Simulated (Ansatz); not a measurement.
MoS2:

```
Mo S
1.0
     1.58550    0.91539    6.11500
    -1.58550    0.91539    6.11500
     0.00000   -1.83078    6.11500
Mo S
1 2
Direct
  0.00000 0.00000 0.00000
  0.25000 0.25000 0.25000
  0.75000 0.75000 0.75000
```

Measurements of this composition are mostly on another form, of space group No. 194.

```yaml
Program: Ansatz 0.2.0
Task: relaxation of cell and atoms
Functional: PBEsol
Potentials_or_basis: Ansatz PAW
Cutoff: "420 eV (not typed: the program's choice for these potentials)"
k_mesh: 10 × 10 × 10
Occupations: fermi-dirac, width 0.05 eV
Spin: no spin polarisation
```

At the start: volume 17.75 Å³/atom.

Task: How do energy, volume and symmetry change on relaxing?

Result: It ends after 5 steps and the volume is 17.20 Å³/atom (-3.1 %); space group R-3m (No. 166, to 0.05 Å).

The path:
```tsv
step	energy change (eV)	largest force (eV/Å)	volume (Å³)
1	0.0000	0.7588	53.25
2	-0.0359	0.2321	50.08
3	-0.0459	0.0008	51.60
4	-0.0459	0.0011	51.59
5	-0.0458	0.0011	51.59
```

Final structure:
```
Mo S
1.0
     1.56302    0.90241    6.09568
    -1.56302    0.90241    6.09568
     0.00000   -1.80482    6.09568
Mo S
1 2
Direct
  0.00000 0.00000 0.00000
  0.24603 0.24603 0.24603
  0.75397 0.75397 0.75397
```

Caveat: the plane-wave basis is chosen anew once the cell has moved, so the energies of steps on either side of that aren't comparable; the PAW data sets come from PBE, with cores solved anew for the run's functional, which leaves a small shift of forces and pressure.
